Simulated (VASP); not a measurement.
# CdSe (P6_3mc) in VASP: notebook

The runs below take CdSe through single point, with r2SCAN.

All numbers are computed with VASP 6.6.1; they aren't measurements. Logs are shortened: lines on timing, memory, paths and dates and some standing lists are left out, and cuts for length are marked.

**Experimental background.**

A printed reference work, data compilation reports, for a bulk crystal of CdSe at 2 K: band gap 1.841 eV.

The results are compared with them further down.

### 1 The cell of the first run

The structure is hexagonal, space group P6_3mc (No. 186). The conventional cell has a = 4.341 Å, b = 4.341 Å, c = 7.076 Å, α = 90.00°, β = 90.00°, γ = 120.00°. Cd (site symmetry 3m) has 4 Se at 2.66 Å within 3.5 Å. Se (site symmetry 3m) has 4 Cd at 2.66 Å within 3.5 Å.

### 2 Single point, r2SCAN

Contents of POSCAR:

```
CdSe
1.0
    4.3407367120      0.0000000000      0.0000000000
   -2.1703683560      3.7591882638      0.0000000000
    0.0000000000      0.0000000000      7.0761065253
Cd Se
2 2
Direct
    0.3333333333      0.6666666667      0.0045109635
    0.6666666667      0.3333333333      0.5045109635
    0.3333333333      0.6666666667      0.3804890365
    0.6666666667      0.3333333333      0.8804890365
```

Contents of INCAR.step1:

```
SYSTEM = CdSe
ALGO = Normal
EDIFF = 1E-4
ENCUT = 520
GGA = PE
ISMEAR = 0
LASPH = .True.
LCHARG = .False.
LREAL = .False.
LWAVE = .True.
NBANDS = 26
NELM = 80
PREC = Accurate
SIGMA = 0.02
```

Contents of INCAR.step2:

```
SYSTEM = CdSe
ALGO = Normal
EDIFF = 1E-6
ENCUT = 520
ISIF = 2
ISMEAR = 0
ISTART = 1
LASPH = .True.
LCHARG = .True.
LELF = .True.
LMIXTAU = .True.
LREAL = .False.
LVHAR = .True.
LWAVE = .False.
METAGGA = R2SCAN
NBANDS = 26
NELM = 80
PREC = Accurate
SIGMA = 0.02
```

Contents of KPOINTS:

```
k-points
0
Gamma
  6 6 4
  0 0 0
```

Potentials or basis: VASP PAW PBE potentials, release 64 (Cd, Se).

Run with:

```console
$ cat potpaw_PBE.64/Cd/POTCAR potpaw_PBE.64/Se/POTCAR > POTCAR
$ cp INCAR.step1 INCAR
$ mpirun -np 1 vasp_std > vasp.out
$ cp INCAR.step2 INCAR
$ mpirun -np 1 vasp_std > vasp.out
```

OUTCAR:

```text
SYSTEM = CdSe
   EDIFF = 1E-6
   ENCUT = 520
   ISIF = 2
   ISMEAR = 0
   ISTART = 1
   LASPH = .True.
   LREAL = .False.
   METAGGA = R2SCAN
   NELM = 80
   PREC = Accurate

 ion  position               nearest neighbor table
   1  0.333  0.667  0.005-   4 2.66   4 2.66   4 2.66   3 2.66
   2  0.667  0.333  0.505-   3 2.66   3 2.66   3 2.66   4 2.66
   3  0.333  0.667  0.380-   2 2.66   2 2.66   2 2.66   1 2.66
   4  0.667  0.333  0.880-   1 2.66   1 2.66   1 2.66   2 2.66

  LATTYP: Found a hexagonal cell.
 ALAT       =     4.3407367120
 C/A-ratio  =     1.6301625726

  Lattice vectors:

 A1 = (   4.3407367120,   0.0000000000,   0.0000000000)
 A2 = (  -2.1703683560,   3.7591882638,   0.0000000000)
 A3 = (   0.0000000000,   0.0000000000,   7.0761065253)

Analysis of symmetry for initial positions (statically):
=====================================================================
 Subroutine PRICEL returns:
 Original cell was already a primitive cell.

 Routine SETGRP: Setting up the symmetry group for a
 hexagonal supercell.

 Subroutine GETGRP returns: Found 12 space group operations
 (whereof  6 operations were pure point group operations)
 out of a pool of 24 trial point group operations.

The static configuration has the point symmetry C_3v.
 The point group associated with its full space group is C_6v.

Analysis of symmetry for dynamics (positions and initial velocities):
=====================================================================
 Subroutine PRICEL returns:
 Original cell was already a primitive cell.

 Routine SETGRP: Setting up the symmetry group for a
 hexagonal supercell.

 Subroutine GETGRP returns: Found 12 space group operations
 (whereof  6 operations were pure point group operations)
 out of a pool of 24 trial point group operations.

The dynamic configuration has the point symmetry C_3v.
 The point group associated with its full space group is C_6v.

 Subroutine INISYM returns: Found 12 space group operations
 (whereof  6 operations are pure point group operations),
 and found     1 'primitive' translations

----------------------------------------------------------------------------------------

                                     Primitive cell

  volume of cell :     115.4654

  direct lattice vectors                    reciprocal lattice vectors
     4.340736712  0.000000000  0.000000000     0.230375640  0.133007438  0.000000000
    -2.170368356  3.759188264  0.000000000     0.000000000  0.266014876  0.000000000
     0.000000000  0.000000000  7.076106525     0.000000000  0.000000000  0.141320654

  length of vectors
     4.340736712  4.340736712  7.076106525     0.266014876  0.266014876  0.141320654

  position of ions in fractional coordinates (direct lattice)
     0.333333333  0.666666667  0.004510964
     0.666666667  0.333333333  0.504510964
     0.333333333  0.666666667  0.380489037
     0.666666667  0.333333333  0.880489037

  ion indices of the primitive-cell ions
   primitive index   ion index
                 1           1
                 2           2
                 3           3
                 4           4

----------------------------------------------------------------------------------------

 KPOINTS: k-points

Automatic generation of k-mesh.
 Grid dimensions read from file:
 generate k-points for:    6    6    4

 Generating k-lattice:

  Cartesian coordinates                     Fractional coordinates (reciprocal lattice)
     0.038395940  0.022167906  0.000000000     0.166666667  0.000000000  0.000000000
     0.000000000  0.044335813  0.000000000     0.000000000  0.166666667  0.000000000
     0.000000000  0.000000000  0.035330163     0.000000000  0.000000000  0.250000000

  Length of vectors
     0.044335813  0.044335813  0.035330163

  Shift w.r.t. Gamma in fractional coordinates (k-lattice)
     0.000000000  0.000000000  0.000000000

 Subroutine IBZKPT returns following result:
 ===========================================

 Found     21 irreducible k-points:

 Following reciprocal coordinates:
            Coordinates               Weight
  0.000000  0.000000  0.000000      1.000000
  0.166667 -0.000000  0.000000      6.000000
  0.333333  0.000000  0.000000      6.000000
  0.500000 -0.000000  0.000000      3.000000
  0.166667  0.166667  0.000000      6.000000
  0.333333  0.166667  0.000000     12.000000
[... 13 lines left out ...]
  0.333333  0.166667  0.500000     12.000000
  0.333333  0.333333  0.500000      2.000000
   k-points           NKPTS =     21   k-points in BZ     NKDIM =     21   number of bands    NBANDS=     26
   number of dos      NEDOS =    301   number of ions     NIONS =      4
   total plane-waves  NPLWV =  55296
   dimension x,y,z NGX =    32 NGY =   32 NGZ =   54
   dimension x,y,z NGXF=    64 NGYF=   64 NGZF=  108
   ions per type =               2   2
   NGX,Y,Z   is equivalent  to a cutoff of  12.26, 12.26, 12.69 a.u.
   NGXF,Y,Z  is equivalent  to a cutoff of  24.51, 24.51, 25.37 a.u.
 SYSTEM =  CdSe
   PREC   = accura    normal or accurate (medium, high low for compatibility)
   ISTART =      1    job   : 0-new  1-cont  2-samecut
   ICHARG =      0    charge: 1-file 2-atom 10-const
   ISPIN  =      1    spin polarized calculation?
   LNONCOLLINEAR =      F non collinear calculations
   LSORBIT =      F    spin-orbit coupling
   LASPH  =      T    aspherical Exc in radial PAW
   ENCUT  =  520.0 eV  38.22 Ry    6.18 a.u.   8.07  8.07 13.16*2*pi/ulx,y,z
   NELM   =     80;   NELMIN=  2; NELMDL=  0     # of ELM steps
   EDIFF  = 0.1E-05   stopping-criterion for ELM
   LREAL  =      F    real-space projection
   EDIFFG = 0.1E-04   stopping-criterion for IOM
   NSW    =      0    number of steps for IOM
   IBRION =     -1    ionic relax: 0-MD 1-quasi-New 2-CG
   NFREE  =      0    steps in history (QN), initial steepest desc. (CG)
   ISIF   =      2    stress and relaxation
   ISYM   =      2    0-nonsym 1-usesym 2-fastsym
   POTIM  = 0.5000    time-step for ionic-motion
   TEBEG  =    0.0;   TEEND  =   0.0 temperature during run
   PSTRESS=    0.0 pullay stress
   NELECT =      36.0000    total number of electrons
   NUPDOWN=      -1.0000    fix difference up-down
   EMIN   =  10.00;   EMAX   =-10.00  energy-range for DOS
   EFERMI =   0.00;   METHOD = LEGACY
   ISMEAR =     0;   SIGMA  =   0.02  broadening in eV -4-tet -1-fermi 0-gaus
   EFERMI_NEDOS =   21; number of points for ismear=-14 and -15
   IALGO  =     38    algorithm
   IMIX   =      4    mixing-type and parameters
     AMIX     =   0.40;   BMIX     =  1.00
     AMIX_MAG =   1.60;   BMIX_MAG =  1.00
  volume/ion in A,a.u.               =      28.87       194.80
  Fermi-wavevector in a.u.,A,eV,Ry     =   1.110090  2.097767 16.766471  1.232301
  Thomas-Fermi vector in A             =   2.246638
   LORBIT       =      0    0 simple, 1 ext, 2 COOP (PROOUT), +10 PAW based schemes
   METAGGA = R2SCAN    functional components
   LHFCALC =     F    Hartree Fock is set to
   AEXX    =    0.0000 exact exchange contribution
   IVDW    =     0    specifies the selected vdW correction
   LEPSILON=     F    determine dielectric tensor
   LRPA    =     F    only Hartree local field effects (RPA)
 non-spin polarized calculation
 Gauss-broadening in eV      SIGMA  =   0.02
  energy-cutoff  :      520.00
  volume of cell :      115.47
 maximum number of plane-waves:      3126
   NGX = 17   NGY = 17   NGZ = 27

 number of electron      35.9999987 magnetization

 Free energy of the ion-electron system (eV)
  ---------------------------------------------------
  ext. energy  EPLUGINS =         0.00000000
  ---------------------------------------------------
  free energy    TOTEN  =       -71.82979275 eV

  energy without entropy =      -71.82979275  energy(sigma->0) =      -71.82979275

 E-fermi :   0.5611     XC(G=0):  -9.2964

 val. band max:        0.4439564701   @ k =   0.0000   0.0000   0.0000
 cond. band min:       1.5379667312   @ k =   0.0000   0.0000   0.0000
 fundamental gap:      1.0940102611
 Fermi energy:         0.5611282086

 k-point     1 :       0.0000    0.0000    0.0000
  band No.  band energies     occupation
      1     -12.4335      2.00000
      2     -12.0710      2.00000
      3      -7.6323      2.00000
      4      -7.6263      2.00000
      5      -7.6263      2.00000
      6      -7.5578      2.00000
[... 18 lines left out ...]
     25       7.9944      0.00000
     26       8.5011      0.00000

 k-point     2 :       0.1667   -0.0000    0.0000
  band No.  band energies     occupation
      1     -12.3541      2.00000
      2     -12.0357      2.00000
      3      -7.6073      2.00000
      4      -7.5981      2.00000
      5      -7.5585      2.00000
      6      -7.5187      2.00000
[... 18 lines left out ...]
     25       8.0648      0.00000
     26       8.6238      0.00000

 k-point     3 :       0.3333    0.0000    0.0000
  band No.  band energies     occupation
      1     -12.1814      2.00000
      2     -11.9761      2.00000
      3      -7.5635      2.00000
      4      -7.5526      2.00000
      5      -7.4468      2.00000
      6      -7.4404      2.00000
[... 18 lines left out ...]
     25       8.7280      0.00000
     26       9.2222      0.00000

 k-point     4 :       0.5000   -0.0000    0.0000
  band No.  band energies     occupation
      1     -12.0778      2.00000
      2     -11.9624      2.00000
      3      -7.5477      2.00000
      4      -7.5369      2.00000
      5      -7.4039      2.00000
      6      -7.3874      2.00000
[... 18 lines left out ...]
     25       8.8053      0.00000
     26      10.6561      0.00000

 k-point     5 :       0.1667    0.1667    0.0000
  band No.  band energies     occupation
      1     -12.2274      2.00000
      2     -11.9889      2.00000
      3      -7.5690      2.00000
      4      -7.5643      2.00000
      5      -7.4713      2.00000
      6      -7.4684      2.00000
[... 18 lines left out ...]
     25       8.7421      0.00000
     26       8.9477      0.00000

 k-point     6 :       0.3333    0.1667    0.0000
  band No.  band energies     occupation
      1     -12.0793      2.00000
      2     -11.9624      2.00000
      3      -7.5553      2.00000
      4      -7.5178      2.00000
      5      -7.4182      2.00000
      6      -7.4061      2.00000
[... 340 lines left out ...]
 k-point    18 :       0.5000   -0.0000    0.5000
  band No.  band energies     occupation
      1     -12.0137      2.00000
      2     -12.0137      2.00000
      3      -7.5138      2.00000
      4      -7.5138      2.00000
      5      -7.4675      2.00000
      6      -7.4675      2.00000
[... 18 lines left out ...]
     25       8.8853      0.00000
     26       8.8853      0.00000

 k-point    19 :       0.1667    0.1667    0.5000
  band No.  band energies     occupation
      1     -12.1034      2.00000
      2     -12.1034      2.00000
      3      -7.5280      2.00000
      4      -7.5280      2.00000
      5      -7.5067      2.00000
      6      -7.5067      2.00000
[... 18 lines left out ...]
     25       8.4534      0.00000
     26       8.4534      0.00000

 k-point    20 :       0.3333    0.1667    0.5000
  band No.  band energies     occupation
      1     -12.0144      2.00000
      2     -12.0144      2.00000
      3      -7.5004      2.00000
      4      -7.5004      2.00000
      5      -7.4720      2.00000
      6      -7.4720      2.00000
[... 18 lines left out ...]
     25       8.9202      0.00000
     26       8.9202      0.00000

 k-point    21 :       0.3333    0.3333    0.5000
  band No.  band energies     occupation
      1     -11.9854      2.00000
      2     -11.9854      2.00000
      3      -7.4802      2.00000
      4      -7.4802      2.00000
      5      -7.4696      2.00000
      6      -7.4696      2.00000
[... 18 lines left out ...]
     25       9.8324      0.00000
     26       9.8376      0.00000

------------------------ aborting loop because EDIFF is reached ----------------------------------------

  FORCE on cell =-STRESS in cart. coord.  units (eV):
  Direction    XX          YY          ZZ          XY          YZ          ZX
  --------------------------------------------------------------------------------------
  -------------------------------------------------------------------------------------
  Total        0.1760219      0.1760219      0.1806947      0.0000000      0.0000000      0.0000000
  in kB        2.4424485      2.4424485      2.5072869      0.0000000      0.0000000      0.0000000
  external PRESSURE =       2.4640613 kB  Pullay stress =       0.0000000 kB

 VOLUME and BASIS-vectors are now :
 -----------------------------------------------------------------------------
  energy-cutoff  :      520.00
  volume of cell :      115.47
      direct lattice vectors                 reciprocal lattice vectors
     4.340736712  0.000000000  0.000000000     0.230375640  0.133007438  0.000000000
    -2.170368356  3.759188264  0.000000000     0.000000000  0.266014876  0.000000000
     0.000000000  0.000000000  7.076106525     0.000000000  0.000000000  0.141320654

 POSITION                                       TOTAL-FORCE (eV/Angst)
 -----------------------------------------------------------------------------------
     -0.00000      2.50613      0.03192         0.000000      0.000000      0.001183
      2.17037      1.25306      3.56997        -0.000000      0.000000      0.001183
     -0.00000      2.50613      2.69238        -0.000000      0.000000     -0.001183
      2.17037      1.25306      6.23043        -0.000000      0.000000     -0.001183
 -----------------------------------------------------------------------------------
    total drift:                               -0.000000      0.000000      0.002937

  FREE ENERGIE OF THE ION-ELECTRON SYSTEM (eV)
  ---------------------------------------------------
  free  energy   TOTEN  =       -71.8297927514 eV

  energy  without entropy=      -71.8297927514  energy(sigma->0) =      -71.82979275
```

It took 4.5 min on 1 thread of Intel Xeon 8259CL, shared host; peak memory 0.27 GiB.

What came out:

- Free energy: -71.8298 eV
- Pressure: 0.2 GPa
- Band gap on the k mesh: 1.09 eV

Levels at points of the mesh, in eV from the valence-band top:
```csv
k point,band 14,band 15,band 16,band 17,band 18,band 19,band 20,band 21,band 22,band 23
"(0.00, 0.00, 0.00)",-0.74,-0.74,-0.04,0.00,0.00,1.09,2.63,6.38,6.38,6.69
"(0.50, 0.00, 0.00)",-3.53,-2.58,-1.80,-1.28,-0.73,3.63,3.70,5.09,6.55,6.93
"(0.00, 0.00, 0.50)",-2.56,-0.38,-0.38,-0.38,-0.38,2.78,2.78,6.27,6.27,6.76
"(0.50, 0.00, 0.50)",-4.10,-1.31,-1.31,-1.31,-1.31,3.33,3.33,5.27,5.27,8.12
```

Caveat: the PAW data sets were made with another functional, which shifts forces and pressure a little.

(Continued in part 2 of 2.)
